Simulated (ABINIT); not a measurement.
# MgO (Fm-3m) in ABINIT: settings compared, part 2 of 2

ABINIT 10.8.3 (patched build). The steps go on from the part before.

**3. Equation of state, SOGGA**

run.abi reads:

```
# Datasets: one volume each
ndtset 7
getwfk -1
scalecart1 3*0.9795861087
scalecart2 3*0.9864848297
scalecart3 3*0.9932883884
scalecart4 3*1.0000000000
scalecart5 3*1.0066227096
scalecart6 3*1.0131594038
scalecart7 3*1.0196128224

# Pseudopotentials
pp_dirpath "./"
pseudos "Mg.GGA_PBE-JTH.xml, O.GGA_PBE-JTH.xml"

# Structure
acell 3*1.0
rprim
     0.0000000000     3.9627583152     3.9627583152
     3.9627583152     0.0000000000     3.9627583152
     3.9627583152     3.9627583152     0.0000000000
ntypat 2
znucl 12 8
natom 2
typat 1 2
xred
     0.0000000000     0.0000000000     0.0000000000
     0.5000000000     0.5000000000     0.5000000000

# Plane-wave basis
ecut 23.0
pawecutdg 45.0

# k points
kptopt 1
ngkpt 11 11 11
nshiftk 1
shiftk 0.0 0.0 0.0

# Exchange and correlation
ixc -150130

# Bands and occupations
nband 12
occopt 3
tsmear 0.05 eV

# SCF cycle
nstep 100
tolvrs 1.0e-9

# Output
iomode 3
prtwf 1
prtden 0
prteig 0
prtebands 0
enunit 2
```

Potentials or basis: JTH PAW PBE v2.0.

Launch:

```bash
> abinit run.abi > log 2>&1
```

run.abo:

```text
.Version 10.8.3 of ABINIT
 DATASET    1 : space group Fm -3 m (#225); Bravais cF (face-center cubic)
================================================================================
 Values of the parameters that define the memory need for DATASET  1.
     intxc =       0    ionmov =       0      iscf =      17    lmnmax =       8
     lnmax =       4     mgfft =      24  mpssoang =       2    mqgrid =    3001
     natom =       2  nloc_mem =       2    nspden =       1   nspinor =       1
    nsppol =       1      nsym =      48    n1xccc =       1    ntypat =       2
    occopt =       3   xclevel =       2
       mpw =         626          nfft =       13824          nkpt =          56
 PAW method is used; the additional fine FFT grid is defined by:
   mgfftf=        36    nfftf =     46656
================================================================================
================================================================================
[... 71 lines left out ...]
 DATASET    7 : space group Fm -3 m (#225); Bravais cF (face-center cubic)
================================================================================
 Values of the parameters that define the memory need for DATASET  7.
     intxc =       0    ionmov =       0      iscf =      17    lmnmax =       8
     lnmax =       4     mgfft =      27  mpssoang =       2    mqgrid =    3001
     natom =       2  nloc_mem =       2    nspden =       1   nspinor =       1
    nsppol =       1      nsym =      48    n1xccc =       1    ntypat =       2
    occopt =       3   xclevel =       2
       mpw =         706          nfft =       19683          nkpt =          56
 PAW method is used; the additional fine FFT grid is defined by:
   mgfftf=        36    nfftf =     46656
================================================================================
================================================================================

--------------------------------------------------------------------------------
------------- Echo of variables that govern the present computation ------------
--------------------------------------------------------------------------------
 -outvars: echo values of preprocessed input variables --------
            acell      1.0000000000E+00  1.0000000000E+00  1.0000000000E+00 Bohr
              amu      2.43050000E+01  1.59994000E+01
             ecut      2.30000000E+01 Hartree
[... 155 lines left out ...]

   2.59069307E+02                                ecore*ucvol(ha*bohr**3)
--------------------------------------------------------------------------------

================================================================================

--- !BeginCycle
iteration_state: {dtset: 1, }
solver: {iscf: 17, nstep: 100, nline: 4, wfoptalg: 10, }
tolerances: {tolvrs: 1.00E-09, }
...
[... 1259 lines left out ...]
-Cartesian components of stress tensor (GPa)         [Pressure= -6.6050E+00 GPa]
- sigma(1 1)=  6.60497335E+00  sigma(3 2)=  0.00000000E+00
- sigma(2 2)=  6.60497335E+00  sigma(3 1)=  0.00000000E+00
- sigma(3 3)=  6.60497335E+00  sigma(2 1)=  0.00000000E+00

== END DATASET(S) ==============================================================
================================================================================

 -outvars: echo values of variables after computation  --------
            acell      1.0000000000E+00  1.0000000000E+00  1.0000000000E+00 Bohr
           etotal1    -7.9579332227E+01
           etotal2    -7.9580326642E+01
           etotal3    -7.9580973898E+01
           etotal4    -7.9581309818E+01
           etotal5    -7.9581361197E+01
           etotal6    -7.9581156645E+01
           etotal7    -7.9580721746E+01
            fcart1    -0.0000000000E+00 -0.0000000000E+00 -0.0000000000E+00
                      -0.0000000000E+00 -0.0000000000E+00 -0.0000000000E+00
            fcart2    -0.0000000000E+00 -0.0000000000E+00 -0.0000000000E+00
                      -0.0000000000E+00 -0.0000000000E+00 -0.0000000000E+00
            fcart3    -0.0000000000E+00 -0.0000000000E+00 -0.0000000000E+00
                      -0.0000000000E+00 -0.0000000000E+00 -0.0000000000E+00
            fcart4    -0.0000000000E+00 -0.0000000000E+00 -0.0000000000E+00
                      -0.0000000000E+00 -0.0000000000E+00 -0.0000000000E+00
            fcart5    -0.0000000000E+00 -0.0000000000E+00 -0.0000000000E+00
                      -0.0000000000E+00 -0.0000000000E+00 -0.0000000000E+00
[... 38 lines left out ...]
                       0.0000000000E+00  0.0000000000E+00  0.0000000000E+00
           xangst1     0.0000000000E+00  0.0000000000E+00  0.0000000000E+00
                       2.0541934328E+00  2.0541934328E+00  2.0541934328E+00
           xangst2     0.0000000000E+00  0.0000000000E+00  0.0000000000E+00
                       2.0686600604E+00  2.0686600604E+00  2.0686600604E+00
           xangst3     0.0000000000E+00  0.0000000000E+00  0.0000000000E+00
                       2.0829271324E+00  2.0829271324E+00  2.0829271324E+00
           xangst4     0.0000000000E+00  0.0000000000E+00  0.0000000000E+00
                       2.0970013913E+00  2.0970013913E+00  2.0970013913E+00
           xangst5     0.0000000000E+00  0.0000000000E+00  0.0000000000E+00
                       2.1108892225E+00  2.1108892225E+00  2.1108892225E+00
           xangst6     0.0000000000E+00  0.0000000000E+00  0.0000000000E+00
                       2.1245966794E+00  2.1245966794E+00  2.1245966794E+00
           xangst7     0.0000000000E+00  0.0000000000E+00  0.0000000000E+00
                       2.1381295072E+00  2.1381295072E+00  2.1381295072E+00
             xred      0.0000000000E+00  0.0000000000E+00  0.0000000000E+00
                       5.0000000000E-01  5.0000000000E-01  5.0000000000E-01
 Calculation completed.
```

Run time: 1.7 min. Hardware: 1 thread of Arm Neoverse V2, shared host; peak memory 0.13 GiB.

Results:

- Equilibrium volume: 9.35 Å³/atom
- Bulk modulus: 158 GPa
- Pressure derivative of the bulk modulus: 4.1

Energy against volume, from the lowest point:
| volume (Å³/atom) | energy (meV/atom) |
| --- | --- |
| 8.668 | 27.61 |
| 8.853 | 14.08 |
| 9.037 | 5.27 |
| 9.221 | 0.70 |
| 9.406 | 0.00 |
| 9.590 | 2.78 |
| 9.775 | 8.70 |

Caveat: pressures at fixed basis lie under the slope of the energies; the PAW data sets were made with another functional, which shifts forces and pressure a little.

**4. How close it comes**

Step 2. Against the measured gap of MgO, 7.83 eV (quoted in “Electronic structure of alkaline earth and post-transition metal oxides”, 2009, arxiv:0908.1581), the calculated 4.97 eV is off by -2.86 eV. The value is that of RPBE, without temperature or zero-point motion. Semilocal functionals fall short of measured gaps as a rule. The cell is a database's relaxed one, not the measured one, which moves gaps too.
